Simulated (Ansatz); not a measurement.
# CoO: response to strain

CoO is deformed so: zz strain of -1 %. What stress and forces result, by LAPW, PAW and all-electron datasets made for the crystal?

Method: DFT PBE, scalar-relativistic, in Ansatz 0.2.0.

## Step 1: Starting point

The structure is cubic, space group Fm-3m (No. 225). Conventional cell: a = 4.263 Å, b = 4.263 Å, c = 4.263 Å, α = 90.00°, β = 90.00°, γ = 90.00°. Co (site symmetry m-3m) has 6 O at 2.13 Å as nearest neighbours. O (site symmetry m-3m) is surrounded by 6 Co at 2.13 Å.

Coordinates:

```cif
data_structure
_symmetry_space_group_name_H-M 'Fm-3m'
_symmetry_Int_Tables_number 225
_cell_length_a 4.2630
_cell_length_b 4.2630
_cell_length_c 4.2630
_cell_angle_alpha 90.000
_cell_angle_beta 90.000
_cell_angle_gamma 90.000
_cell_volume 77.47
loop_
_atom_site_label
_atom_site_type_symbol
_atom_site_symmetry_multiplicity
_atom_site_Wyckoff_symbol
_atom_site_fract_x
_atom_site_fract_y
_atom_site_fract_z
_atom_site_occupancy
Co1 Co 4 a 0.00000 0.00000 0.00000 1
O1 O 4 b 0.50000 0.00000 0.00000 1
```

The file gives the conventional cell by its symmetry; the runs use the cell typed in the input.

Atoms are numbered in the order of the input: Co1, O2.

## Step 2: After the deformation

Space group Fm-3m before, I4/mmm after.

## Step 3: Full-potential LAPW

input.yaml

```yaml
crystal:
  lattice:
    - [0.0, 2.1315, 2.110185]
    - [2.1315, 0.0, 2.110185]
    - [2.1315, 2.1315, 0.0]
  atoms:
    - { symbol: Co, position: [0.0, 0.0, 0.0], spin: 2.0 }
    - { symbol: O, position: [0.5, 0.5, 0.5] }
magnetization:
  spin_polarized: true
kpoints:
  mp_grid: { grid: [16, 16, 16] }
  band_path:
    path:
      - [0.0, 0.0, 0.0]
      - [0.0, 0.5, 0.5]
      - [0.25, 0.75, 0.5]
      - [0.0, 0.5, 0.0]
      - [0.0, 0.0, 0.0]
      - [0.5, 0.5, 0.0]
      - [0.3775380063, 0.6224619937, 0.0]
      - [-0.3775380063, 0.3775380063, 0.0]
      - [0.0, 0.0, 0.0]
    npoints: 5
scf:
  occupations: { method: fermi_dirac, width: 0.05 }
hamiltonian:
  xc: pbe
  pseudopotentials: { kind: all_electron, lapw: { basis_error: 0.0005 } }
output:
  forces: true
  stress: true
  eigenvalues: true
```

Run with:

```console
$ ansatz run input.yaml --threads 1 --pin off --max-ram 3072MiB --backend cpu --events-out ev --progress --plain --runs-dir out
```

## Step 4: Frozen-core PAW

input.yaml

```yaml
crystal:
  lattice:
    - [0.0, 2.1315, 2.110185]
    - [2.1315, 0.0, 2.110185]
    - [2.1315, 2.1315, 0.0]
  atoms:
    - { symbol: Co, position: [0.0, 0.0, 0.0], spin: 2.0 }
    - { symbol: O, position: [0.5, 0.5, 0.5] }
magnetization:
  spin_polarized: true
kpoints:
  mp_grid: { grid: [16, 16, 16] }
scf:
  occupations: { method: fermi_dirac, width: 0.05 }
hamiltonian:
  xc: pbe
  pseudopotentials: { kind: paw }
output:
  forces: true
  stress: true
  eigenvalues: true
  efg: { contact_densities: true }
```

## Step 5: Datasets made for this crystal

Edit input.yaml of step 4 so:

```diff
@@ -16,3 +16,3 @@
   xc: pbe
-  pseudopotentials: { kind: paw }
+  pseudopotentials: { kind: all_electron, datasets: crystal }
 output:
```

(Steps that only read results are left out.)

Q: Predict the outcome of this session. Wanted: pressure; largest shear or deviatoric stress.

The runs gave:

| quantity | value |
| --- | --- |
| pressure | LAPW -0.15, PAW -0.08, crystal datasets -0.15 GPa |
| largest shear or deviatoric stress (LAPW) | 0.09 GPa |

**Reading.** The largest part of the stress beyond the pressure is 0.09 GPa in size, in the zz component; the atoms are carried along and not relaxed. No run of the undeformed cell stands beside it, so the pressure holds what the given cell had before the change. PAW: stress within 0.24 GPa of LAPW. Crystal datasets: stress within 0.01 GPa of LAPW. The magnetic state is the one reached from the start moments in this cell; it needn't be the ground state. With one magnetic atom in the cell only ferromagnetic order fits; the real order can differ. No U acts on the open 3d shell, so the metal found here may be the functional's error.
